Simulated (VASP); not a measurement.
Wanted: the native input for a VASP 6.6.1 run.

```yaml
Task: relaxation of cell and atoms
Functional: PBEsol
Potentials_or_basis: VASP PAW PBE potentials, release 64 (Al, N)
Cutoff: 520 eV
k_mesh: 12 × 12 × 12
Occupations: gaussian, width 0.02 eV
Spin: no spin polarisation
Further_INCAR_settings: ALGO = Fast; EDIFF = 1e-07; IBRION = 2; EDIFFG = -0.002; NSW = 80; ISIF = 3
```

The structure of AlN lies in POSCAR:

```
AlN
1.0
    0.0000000000      2.1839935600      2.1839935600
    2.1839935600      0.0000000000      2.1839935600
    2.1839935600      2.1839935600      0.0000000000
Al N
1 1
Direct
    0.0000000000      0.0000000000      0.0000000000
    0.7500000000      0.7500000000      0.7500000000
```

Measurements of this composition are mostly on another form, of space group No. 186.

The input as run:

INCAR

```
SYSTEM = AlN
ALGO = Fast
EDIFF = 1E-7
EDIFFG = -0.002
ENCUT = 520
GGA = PS
IBRION = 2
ISIF = 3
ISMEAR = 0
LASPH = .True.
LCHARG = .False.
LREAL = .False.
LWAVE = .False.
NELM = 60
NSW = 80
PREC = Accurate
SIGMA = 0.02
```

KPOINTS

```
k-points
0
Gamma
  12 12 12
  0 0 0
```

Potentials or basis: VASP PAW PBE potentials, release 64 (Al, N).

Run with:

```sh
$ cat potpaw_PBE.64/Al/POTCAR potpaw_PBE.64/N/POTCAR > POTCAR
$ mpirun -np 1 vasp_std > vasp.out
```

Results of the run:

The relaxed volume is 10.49 Å³/atom and the relaxed cell is a = 3.095 Å, b = 3.095 Å, c = 3.095 Å, α = 60.00°, β = 60.00°, γ = 60.00°. The space group after relaxing (to 0.05 Å) is F-43m (No. 216). The energy gained by relaxing is 0.3 meV/atom, the ionic steps are 3 and the pressure after relaxing is 0.0 GPa. The band gap on the k mesh is 3.18 eV, indirect (least direct gap 4.08 eV).

Caveat: the PAW data sets were made with another functional, which shifts forces and pressure a little.

Wall time 14 s on 1 thread of Intel(R) Xeon(R) 6975P-C (Granite Rapids), with other jobs on the host, peak memory 0.14 GiB.
